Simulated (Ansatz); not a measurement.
# SnO: spectra, masses and deformation potentials, part 2 of 2

What do the bands imply for light and for carriers? Levels are solved on a fine mesh after the ground state. Runs: cell and atoms relaxed (PAW); reference run (PAW); unstrained (PAW); all lengths changed by -0.5 % (PAW); all lengths changed by +0.5 % (PAW); z strained by -0.5 %, x and y held (PAW); z strained by +0.5 %, x and y held (PAW); equal xy, yz and zx engineering shears of -0.5 % (PAW); equal xy, yz and zx engineering shears of +0.5 % (PAW).

Ansatz 0.2.0; DFT r²SCAN. The steps go on from the part before.

**5. Reference run, band extrema, PAW**

input.yaml

```yaml
crystal:
  lattice:
    - [3.80733428614, 0.0, 0.0]
    - [0.0, 3.80733428614, 0.0]
    - [0.0, 0.0, 4.9317449652]
  atoms:
    - { symbol: Sn, position: [0.5, 0.0, 0.232658086881] }
    - { symbol: Sn, position: [0.0, 0.5, 0.767341913119] }
    - { symbol: O, position: [0.0, 0.0, 0.0] }
    - { symbol: O, position: [0.5, 0.5, 0.0] }
kpoints:
  mp_grid: { grid: [10, 10, 8] }
scf:
  occupations: { method: fixed }
hamiltonian:
  xc: r2scan
  pseudopotentials: { kind: paw }
output:
  eigenstates:
    kpoints:
      - [-0.5, -0.5, 0.0]
      - [-0.49697022, -0.5, 0.0]
      - [-0.493940439, -0.5, 0.0]
      - [-0.487880879, -0.5, 0.0]
      - [-0.5, -0.49697022, 0.0]
      - [-0.5, -0.493940439, 0.0]
      - [-0.5, -0.487880879, 0.0]
      - [-0.5, -0.5, 0.003924558]
      - [-0.5, -0.5, 0.007849116]
      - [-0.5, -0.5, 0.015698232]
      - [-0.497857622, -0.497857622, 0.0]
      - [-0.495715244, -0.495715244, 0.0]
      - [-0.491430487, -0.491430487, 0.0]
      - [-0.497857622, -0.5, 0.002775082]
      - [-0.495715244, -0.5, 0.005550163]
      - [-0.491430487, -0.5, 0.011100326]
      - [-0.498250755, -0.498250755, 0.002265845]
      - [-0.496501511, -0.496501511, 0.004531689]
      - [-0.493003022, -0.493003022, 0.009063378]
      - [-0.498763097, -0.498763097, -0.003204388]
      - [-0.497526195, -0.497526195, -0.006408776]
      - [-0.495052389, -0.495052389, -0.012817553]
      - [0.0, 0.0, 0.0]
      - [0.00302978, 0.0, 0.0]
      - [0.006059561, 0.0, 0.0]
      - [0.012119121, 0.0, 0.0]
      - [0.0, 0.00302978, 0.0]
      - [0.0, 0.006059561, 0.0]
      - [0.0, 0.012119121, 0.0]
      - [0.0, 0.0, 0.003924558]
      - [0.0, 0.0, 0.007849116]
      - [0.0, 0.0, 0.015698232]
      - [0.002142378, 0.002142378, 0.0]
      - [0.004284756, 0.004284756, 0.0]
      - [0.008569513, 0.008569513, 0.0]
      - [0.002142378, 0.0, 0.002775082]
      - [0.004284756, 0.0, 0.005550163]
      - [0.008569513, 0.0, 0.011100326]
      - [0.001749245, 0.001749245, 0.002265845]
      - [0.003498489, 0.003498489, 0.004531689]
      - [0.006996978, 0.006996978, 0.009063378]
      - [0.001236903, 0.001236903, -0.003204388]
      - [0.002473805, 0.002473805, -0.006408776]
      - [0.004947611, 0.004947611, -0.012817553]
    de_dk: true
    e_range: [-3, 3.351792141744]
checkpoint:
  read: ck
```

Launch:

```bash
ansatz run input.yaml --threads 2 --pin off --max-ram 6144MiB --backend cpu --events-out ev --progress --plain --runs-dir out
```

The program printed:

```text
[... 10 set-up lines as earlier in the session ...]
Crystal: 4 atoms, lattice volume = 71.490 Å³
Basis set: ecut = 500 eV, 1817 PW (Γ), exchange–correlation on 120×120×144 points (64 copies of the dense FFT grid, shifted against one another)
Bands: 24, of which v1, the nominal top of the filled ones, is band 20 counted from 1 (19 counted from 0)
[... 2 set-up lines as earlier in the session ...]
k-points: 105 of 800
[... 7 set-up lines as earlier in the session ...]
Initial density: read from a saved state, or passed on in memory by an earlier SCF of this step, an earlier step, the calling program or the single point that the run made first
Stability of the state it starts from, as read at its close in the unpolarized treatment: not read negative (Ritz values of 1 − χ₀K, real part plus size of imaginary part, from 0.90 to 0.96, by its mixing steps under the symmetry group of the SCF that read it)
[... 2 set-up lines as earlier in the session ...]
iter 1 solved again at ethr=1.11e-7 eV; its pass at ethr=3.10e-3 eV (dr2=4.45e-5 eV) is discarded
SCF iter   1: F=—  HF=-13214.692258 eV  |F-HF|=—  |Δ(HF+E_count)|=         —  Δρ=1.54e-6  dr2=2.16e-9  dr2_τ=1.31e-10  ethr=1.11e-7  ⟨swp⟩=3.3  Hψ=16444  notcnv=0  defer=205
eigensolver tolerance schedule: the retry pair's looser diagonalisation over-reported the residual by 20647.97 of it (diagonalisation noise at 2.87 of the residual, at the tolerance the schedule requests for it); recorded, not acted on — ethr = c·dr2/N_el stays at c = 1.0e-1
preconditioner: auto → Resta (q_TF=auto, 2.477 Å⁻¹)  ε∞=3.1  [insulator: Δε(μ)=0.352 eV  Ē_g=19.053 eV  n_scr=18 (ndim 8)  ℏωp=27.8 eV  f_vac=0.023  ε∞_Penn≈3.1]
SCF iter   2: F=—  HF=-13214.692259 eV  |F-HF|=—  |Δ(HF+E_count)|=   1.16e-6  Δρ=2.02e-6  dr2=2.91e-9  dr2_τ=4.15e-10  ethr=5.39e-12  ⟨swp⟩=3.9  Hψ=7036  notcnv=0  defer=172
SCF iter   3: F=—  HF=-13214.692259 eV  |F-HF|=—  |Δ(HF+E_count)|=  5.28e-10  Δρ=8.48e-7  dr2=5.98e-10  dr2_τ=3.92e-11  ethr=5.39e-12  ⟨swp⟩=2.2  Hψ=3177  notcnv=0  defer=172
SCF iter   4: F=—  HF=-13214.692259 eV  |F-HF|=—  |Δ(HF+E_count)|=  9.82e-11  Δρ=4.42e-7  dr2=1.75e-10  dr2_τ=1.07e-11  ethr=1.50e-12  ⟨swp⟩=1.2  Hψ=2555  notcnv=0  defer=172
SCF iter   5: F=—  HF=-13214.692259 eV  |F-HF|=—  |Δ(HF+E_count)|=  3.46e-11  Δρ=1.87e-7  dr2=3.36e-11  dr2_τ=1.82e-12  ethr=1.00e-12  ⟨swp⟩=1.0  Hψ=2522  notcnv=0  defer=172
SCF iter   6: F=—  HF=-13214.692259 eV  |F-HF|=—  |Δ(HF+E_count)|=  5.46e-12  Δρ=1.10e-7  dr2=1.10e-11  dr2_τ=6.51e-13  ethr=1.00e-12  ⟨swp⟩=1.0  Hψ=2520  notcnv=0  defer=172
SCF iter   7: F=-13214.692259 eV  HF=-13214.692259 eV  |F-HF|=0.00e0  |Δ(HF+E_count)|=  1.09e-11  Δρ=3.55e-8  dr2=1.21e-12  dr2_τ=6.75e-14  ethr=1.00e-12  ⟨swp⟩=6.0  Hψ=7617  notcnv=0
SCF 1 converged in 7 iterations: F = -13214.692259 eV  dr2 = 1.21e-12
NSCF: frozen V_eff on 44 k-points
SCF converged after 7 iterations
Free energy (F): -13214.692259 eV
Harris-Foulkes:  -13214.692259 eV  (|F-HF|=0.00e0)
Internal energy: -13214.692259 eV  (E = F + TS)
E sigma→0 (E₀):  -13214.692259 eV
Fermi energy:    9.673128 eV
--- Per-component energies (eV) ---
  E_band       = -223.898486
  E_kinetic    = 726.028691
  E_local      = -2762.103417  (includes V_loc(G=0)·N_el)
  E_nonlocal   = 29.984203
  E_hartree    = 1488.858302
  E_xc         = -896.593407
  E_vxc        = -420.016986  (∫ρ·V_xc dr)
  E_paw        = -8638.965506  (= ΣΔE_a)
  E_vpaw       = -801.889954  (= ΣTr[D̂ρ^β])
  E_aug_tail   = 0.001973  (compensation charges beyond the density's cutoff)
  E_vtau       = 26.380434  (kinetic-family band-sum trace: ∫τ·v_τ [+ j·A + Jᵃ·Aᵃ] dr)
  E_ewald      = -3163.309856
  E_core_change = 1.406758  (= ΣΔE_core)
  E_smearing   = -0.000000  (= −TS)
  E_closure    = -0.000000  (closes the sum)
  Σ components = -13214.692259   (vs F -13214.692259, Δ=0.00e0)
--- Band table (eV; the first three rows and the last of 105) ---
  k-point 0: bands = ["-13.3027", "-12.7563", "-12.7403", "-12.7403", "-12.7111", "-12.6802", "-12.6597", "-12.6591", "-12.6161", "-12.6161", "-11.8510", "-9.1632", "1.6632", "2.8231", "2.9980", "2.9980", "5.8147", "6.1203", "6.1203", "9.6731", "12.0515", "14.0957", "14.6815", "14.6815"]
  k-point 1: bands = ["-13.3008", "-12.7582", "-12.7369", "-12.7369", "-12.7096", "-12.6805", "-12.6607", "-12.6598", "-12.6198", "-12.6198", "-11.8463", "-9.1633", "1.2555", "3.0114", "3.0114", "3.3949", "5.8068", "6.1184", "6.1184", "9.4996", "11.8665", "14.1700", "14.1700", "14.1984"]
  k-point 2: bands = ["-13.2962", "-12.7630", "-12.7278", "-12.7278", "-12.7055", "-12.6812", "-12.6648", "-12.6603", "-12.6298", "-12.6298", "-11.8350", "-9.1633", "0.7174", "3.0443", "3.0443", "4.4182", "5.7880", "6.1136", "6.1136", "8.9204", "11.6625", "13.5328", "13.5328", "14.0960"]
  k-point 104: bands = ["-13.2062", "-13.2062", "-12.7222", "-12.7222", "-12.6901", "-12.6901", "-12.6445", "-12.6445", "-12.6079", "-12.6079", "-10.0495", "-10.0495", "0.3475", "0.3475", "3.7616", "3.7616", "6.7937", "6.7937", "6.8760", "6.8760", "12.2287", "12.2287", "13.8922", "13.8922"]
```

Wall time 8.9 s (2 threads of Intel Xeon Platinum 8375C at 2.90GHz (Ice Lake), shared host); peak memory 0.61 GiB.

Band extrema and masses (electron masses, negative for holes; branches count from the edge):

```
      side  k  valleys  level (eV)  direction  branch     mass
conduction  M        1       0.352        100       1    0.236
conduction  M        1       0.352        100       2    0.236
conduction  M        1       0.352        010       1    0.236
conduction  M        1       0.352        010       2    0.236
conduction  M        1       0.352        001       1    0.430
conduction  M        1       0.352        001       2    0.430
conduction  M        1       0.352        110       1    0.451
conduction  M        1       0.352        110       2    0.160
conduction  M        1       0.352        111       1    0.444
conduction  M        1       0.352        111       2    0.202
   valence  Γ        1       0.000        100       1  -14.760
   valence  Γ        1       0.000        010       1  -14.760
   valence  Γ        1       0.000        001       1   -0.591
   valence  Γ        1       0.000        110       1  -14.782
   valence  Γ        1       0.000        111       1   -1.641
```

**6. Unstrained, PAW**

input.yaml

```yaml
crystal:
  lattice:
    - [3.80733428614, 0.0, 0.0]
    - [0.0, 3.80733428614, 0.0]
    - [0.0, 0.0, 4.9317449652]
  atoms:
    - { symbol: Sn, position: [0.5, 0.0, 0.232658086881] }
    - { symbol: Sn, position: [0.0, 0.5, 0.767341913119] }
    - { symbol: O, position: [0.0, 0.0, 0.0] }
    - { symbol: O, position: [0.5, 0.5, 0.0] }
kpoints:
  mp_grid: { grid: [10, 10, 8] }
scf:
  occupations: { method: fixed }
  convergence: { dr2_threshold: 1.0e-10 }
hamiltonian:
  xc: r2scan
  pseudopotentials: { kind: paw }
output:
  forces: true
  stress: true
  eigenstates:
    kpoints:
      - [0.0, 0.0, 0.0]
      - [0.5, 0.5, 0.0]
      - [0.0, 0.0, -0.5]
      - [-0.5, -0.5, -0.5]
      - [0.0, -0.5, -0.5]
      - [-0.5, 0.0, -0.5]
      - [0.0, -0.5, 0.0]
      - [-0.5, 0.0, 0.0]
  eigenvalues: true
```

Launch:

```bash
ansatz run input.yaml --threads 2 --pin off --max-ram 6144MiB --backend cpu --events-out ev --progress --plain --runs-dir out
```

The program printed, shortened:

```text
[...]
[... 4 set-up lines as earlier in the session ...]
[...]
Crystal: 4 atoms, lattice volume = 71.490 Å³
Basis set: ecut = 500 eV, 1817 PW (Γ), exchange–correlation on 120×120×144 points (64 copies of the dense FFT grid, shifted against one another)
[...]
  atom   2  Sn     0.00000000     0.00000000     0.00585012
  atom   3  O      0.00000000     0.00000000     0.00000000
  atom   4  O      0.00000000     0.00000000    -0.00000000
[...]
--- Stress (GPa, compression-positive) ---
        0.021831       0.000000       0.000000
        0.000000       0.021831       0.000000
        0.000000       0.000000       0.010639
  P = ⅓ Tr σ = 0.0181 GPa (0.181 kbar)
--- Band table (eV; the first three rows and the last of 105) ---
[... band rows left out ...]
[...]
```

Wall time 10 s (2 threads of Intel Xeon Platinum 8375C at 2.90GHz (Ice Lake), shared host); peak memory 0.67 GiB.

Gap on the 10×10×8 mesh: 0.3518 eV.

**7. All lengths changed by -0.5 %, PAW**

input.yaml: that of step 6 with these lines changed.

```diff
@@ -2,5 +2,5 @@
   lattice:
-    - [3.80733428614, 0.0, 0.0]
-    - [0.0, 3.80733428614, 0.0]
-    - [0.0, 0.0, 4.9317449652]
+    - [3.78829761471, 0.0, 0.0]
+    - [0.0, 3.78829761471, 0.0]
+    - [0.0, 0.0, 4.90708624038]
   atoms:
@@ -31,2 +31,4 @@
       - [-0.5, 0.0, 0.0]
-  eigenvalues: true
+relax:
+  f_tol: 0.002
+  max_steps: 30
```

Launch:

```bash
ansatz run input.yaml --threads 2 --pin off --max-ram 6144MiB --backend cpu --events-out ev --progress --plain --runs-dir out
```

The program printed, shortened:

```text
[...]
[... 4 set-up lines as earlier in the session ...]
[...]
Crystal: 4 atoms, lattice volume = 70.423 Å³
Basis set: ecut = 500 eV, 1801 PW (Γ), exchange–correlation on 120×120×144 points (64 copies of the dense FFT grid, shifted against one another)
[...]
[... band rows left out ...]
[...]
--- Relaxed structure (3 steps of the walk, 3 accepted, 0 SCFs on fresh bases) ---
  F+E_penalty+E_count = -13214.68939556 eV   max|allowed force component| = 1.339e-3 eV/Å
  atoms:
    - { symbol: Sn, position: [0.5, 0.0, 0.23476106252230905] }
    - { symbol: Sn, position: [-3.7493710327041407e-34, 0.5, 0.7652389374776911] }
    - { symbol: O, position: [3.781145363489769e-34, 0.0, -1.7675697868338992e-19] }
    - { symbol: O, position: [0.5, 0.5, -1.767569786833899e-19] }
```

Wall time 30 s (2 threads of Intel Xeon Platinum 8375C at 2.90GHz (Ice Lake), shared host); peak memory 0.76 GiB.

Gap on the 10×10×8 mesh: 0.2151 eV.

**8. All lengths changed by +0.5 %, PAW**

input.yaml: that of step 7 with these lines changed.

```diff
@@ -2,5 +2,5 @@
   lattice:
-    - [3.78829761471, 0.0, 0.0]
-    - [0.0, 3.78829761471, 0.0]
-    - [0.0, 0.0, 4.90708624038]
+    - [3.82637095757, 0.0, 0.0]
+    - [0.0, 3.82637095757, 0.0]
+    - [0.0, 0.0, 4.95640369003]
   atoms:
```

Launch:

```bash
ansatz run input.yaml --threads 2 --pin off --max-ram 6144MiB --backend cpu --events-out ev --progress --plain --runs-dir out
```

The program printed, shortened:

```text
[...]
[... 4 set-up lines as earlier in the session ...]
[...]
Crystal: 4 atoms, lattice volume = 72.567 Å³
Basis set: ecut = 500 eV, 1819 PW (Γ), exchange–correlation on 120×120×160 points (64 copies of the dense FFT grid, shifted against one another)
[...]
[... band rows left out ...]
[...]
--- Relaxed structure (3 steps of the walk, 3 accepted, 0 SCFs on fresh bases) ---
  F+E_penalty+E_count = -13214.68997597 eV   max|allowed force component| = 1.656e-3 eV/Å
  atoms:
    - { symbol: Sn, position: [0.5, 1.9661355181412806e-37, 0.23040516135295244] }
    - { symbol: Sn, position: [-2.801743113351325e-36, 0.5, 0.7695948386470476] }
    - { symbol: O, position: [1.9169821301877485e-36, -3.932271036282561e-37, 0.0] }
    - { symbol: O, position: [0.5, 0.5, 0.0] }
```

It took 32 s on 2 threads of Intel Xeon Platinum 8375C at 2.90GHz (Ice Lake), shared host; peak memory 0.78 GiB.

Gap on the 10×10×8 mesh: 0.4889 eV.

**9. Z strained by -0.5 %, x and y held, PAW**

input.yaml: that of step 8 with these lines changed.

```diff
@@ -2,5 +2,5 @@
   lattice:
-    - [3.82637095757, 0.0, 0.0]
-    - [0.0, 3.82637095757, 0.0]
-    - [0.0, 0.0, 4.95640369003]
+    - [3.80733428614, 0.0, 0.0]
+    - [0.0, 3.80733428614, 0.0]
+    - [0.0, 0.0, 4.90708624038]
   atoms:
```

Launch:

```bash
ansatz run input.yaml --threads 2 --pin off --max-ram 6144MiB --backend cpu --events-out ev --progress --plain --runs-dir out
```

The program printed, shortened:

```text
[...]
[... 4 set-up lines as earlier in the session ...]
[...]
Crystal: 4 atoms, lattice volume = 71.132 Å³
Basis set: ecut = 500 eV, 1801 PW (Γ), exchange–correlation on 120×120×144 points (64 copies of the dense FFT grid, shifted against one another)
[...]
  F+E_penalty+E_count = -13214.69203485 eV   max|allowed force component| = 2.743e-4 eV/Å
  atoms:
    - { symbol: Sn, position: [0.5000000000000001, -9.064744922918833e-36, 0.23359984442494142] }
    - { symbol: Sn, position: [3.838314335208683e-35, 0.5000000000000001, 0.7664001555750587] }
    - { symbol: O, position: [-3.4826404199769903e-35, -2.9392497161507932e-36, -1.471797506231081e-35] }
    - { symbol: O, position: [0.5000000000000001, 0.5000000000000001, 4.905991687436937e-36] }
```

It took 32 s on 2 threads of Intel Xeon Platinum 8375C at 2.90GHz (Ice Lake), shared host; peak memory 0.76 GiB.

Gap on the 10×10×8 mesh: 0.3185 eV.

**10. Z strained by +0.5 %, x and y held, PAW**

input.yaml: that of step 9 with these lines changed.

```diff
@@ -4,3 +4,3 @@
     - [0.0, 3.80733428614, 0.0]
-    - [0.0, 0.0, 4.90708624038]
+    - [0.0, 0.0, 4.95640369003]
   atoms:
```

Launch:

```bash
ansatz run input.yaml --threads 2 --pin off --max-ram 6144MiB --backend cpu --events-out ev --progress --plain --runs-dir out
```

The program printed, shortened:

```text
[...]
[... 4 set-up lines as earlier in the session ...]
[...]
Crystal: 4 atoms, lattice volume = 71.847 Å³
Basis set: ecut = 500 eV, 1819 PW (Γ), exchange–correlation on 120×120×160 points (64 copies of the dense FFT grid, shifted against one another)
[...]
[... band rows left out ...]
[...]
--- Relaxed structure (3 steps of the walk, 3 accepted, 0 SCFs on fresh bases) ---
  F+E_penalty+E_count = -13214.69220571 eV   max|allowed force component| = 3.598e-4 eV/Å
  atoms:
    - { symbol: Sn, position: [0.5000000000000001, 0.0, 0.23159424333558973] }
    - { symbol: Sn, position: [0.0, 0.5000000000000001, 0.7684057566644104] }
    - { symbol: O, position: [0.0, 0.0, -4.374955069404131e-20] }
    - { symbol: O, position: [0.5000000000000001, 0.5000000000000001, -4.374955069404131e-20] }
```

Wall time 30 s (2 threads of Intel Xeon Platinum 8375C at 2.90GHz (Ice Lake), shared host); peak memory 0.78 GiB.

Gap on the 10×10×8 mesh: 0.3900 eV.

**11. Equal xy, yz and zx engineering shears of -0.5 %, PAW**

input.yaml: that of step 10 with these lines changed.

```diff
@@ -2,5 +2,5 @@
   lattice:
-    - [3.80733428614, 0.0, 0.0]
-    - [0.0, 3.80733428614, 0.0]
-    - [0.0, 0.0, 4.95640369003]
+    - [3.80733428614, -0.00951833572, -0.00951833572]
+    - [-0.00951833572, 3.80733428614, -0.00951833572]
+    - [-0.01232936241, -0.01232936241, 4.9317449652]
   atoms:
```

Launch:

```bash
ansatz run input.yaml --threads 2 --pin off --max-ram 6144MiB --backend cpu --events-out ev --progress --plain --runs-dir out
```

The program printed, shortened:

```text
[...]
[... 4 set-up lines as earlier in the session ...]
[...]
Crystal: 4 atoms, lattice volume = 71.488 Å³
Basis set: ecut = 500 eV, 1809 PW (Γ), exchange–correlation on 120×120×144 points (64 copies of the dense FFT grid, shifted against one another)
[...]
  F+E_penalty+E_count = -13214.69147307 eV   max|allowed force component| = 5.196e-5 eV/Å
  atoms:
    - { symbol: Sn, position: [0.5012472571142975, 0.0012472571142975912, 0.23259974065060404] }
    - { symbol: Sn, position: [-0.0012472571142975904, 0.4987527428857023, 0.7674002593493959] }
    - { symbol: O, position: [-0.00020553998468905151, 0.00020553998468905162, 5.9855421366475606e-21] }
    - { symbol: O, position: [0.5002055399846889, 0.49979446001531086, -2.168404344971009e-19] }
```

Wall time 86 s (2 threads of Intel Xeon Platinum 8375C at 2.90GHz (Ice Lake), shared host); peak memory 1 GiB.

Gap on the 10×10×8 mesh: 0.3485 eV.

**12. Equal xy, yz and zx engineering shears of +0.5 %, PAW**

input.yaml: that of step 11 with these lines changed.

```diff
@@ -2,5 +2,5 @@
   lattice:
-    - [3.80733428614, -0.00951833572, -0.00951833572]
-    - [-0.00951833572, 3.80733428614, -0.00951833572]
-    - [-0.01232936241, -0.01232936241, 4.9317449652]
+    - [3.80733428614, 0.00951833572, 0.00951833572]
+    - [0.00951833572, 3.80733428614, 0.00951833572]
+    - [0.01232936241, 0.01232936241, 4.9317449652]
   atoms:
```

Launch:

```bash
ansatz run input.yaml --threads 2 --pin off --max-ram 6144MiB --backend cpu --events-out ev --progress --plain --runs-dir out
```

The program printed, shortened:

```text
[...]
[... 4 set-up lines as earlier in the session ...]
[...]
Crystal: 4 atoms, lattice volume = 71.488 Å³
Basis set: ecut = 500 eV, 1809 PW (Γ), exchange–correlation on 120×120×144 points (64 copies of the dense FFT grid, shifted against one another)
[...]
  F+E_penalty+E_count = -13214.69147916 eV   max|allowed force component| = 5.147e-5 eV/Å
  atoms:
    - { symbol: Sn, position: [0.49875010414747656, -0.0012498958525233507, 0.23259987181999767] }
    - { symbol: Sn, position: [0.00124989585252335, 0.5012498958525233, 0.7674001281800025] }
    - { symbol: O, position: [0.00018889468100715537, -0.0001888946810071555, 2.6469779601540634e-22] }
    - { symbol: O, position: [0.4998111053189928, 0.5001888946810071, 0.0] }
```

Wall time 86 s (2 threads of Intel Xeon Platinum 8375C at 2.90GHz (Ice Lake), shared host); peak memory 1 GiB.

Gap on the 10×10×8 mesh: 0.3504 eV.

**13. Side by side**

| run | mesh | gap (eV) | direct gap (eV) | ε∞ (xx) |
| --- | --- | --- | --- | --- |
| reference run, PAW | 10×10×8 | 0.352 | 2.367 | 7.49 |

Deformation potentials: slopes of each set's centre against the top valence set, and in brackets the rate at which a degenerate set splits.

```
point        side  bands  level (eV)  d/d ln V (eV)  d/d εzz (eV)  d/d shear (eV)
    Γ     valence      1        0.00           0.00          0.00            0.00
    Γ  conduction      1        2.38          -2.22         -2.45            0.00
    M     valence      2       -2.09           5.55          1.46     0.00 (5.48)
    M  conduction      2        0.35           9.13          7.14     0.00 (1.97)
    Z     valence      1       -2.52           9.16          0.84            0.00
    Z  conduction      1        2.03          -1.15          1.74            0.00
    A  conduction      2        2.56           7.83          3.84     0.00 (1.94)
    R     valence      2       -1.98           6.39          1.55    0.00 (11.05)
    R  conduction      2        2.71           1.82         -4.63    0.00 (10.50)
    X     valence      2       -2.88           8.88          4.37    0.00 (10.60)
    X  conduction      2        3.38           1.17         -5.10     0.00 (8.81)
```

**14. Outcome**

This closing draws on all 2 parts.

| quantity | value |
| --- | --- |
| gap (PAW) | 0.35 eV |
| least direct gap | 2.37 eV |
| ε∞ (xx, yy, zz) | 7.49, 7.49, 6.32 |
| strongest local maximum of Im εxx | 3.4 eV |
| peak of the loss function along x | 13.6 eV |
| volume deformation potential of the gap to M | 9.13 eV |

**Reading.** The gap is 0.35 eV, indirect; absorption without phonons starts at 2.37 eV. It is a Kohn-Sham gap, and the spectra are not shifted. The spectra hold no excitons and no local fields. The gap to M widens as the cell expands, by 91 meV for each per cent of volume. Cautions: frozen-core PAW files fitted under PBE, their cores solved anew for the functional of the run; no spin-orbit coupling on heavy atoms; semilocal gaps are low, and what follows the gap (onsets, screening, light masses) shifts with it; no dispersion correction, so the spacing and stiffness between layers or molecules are poor.
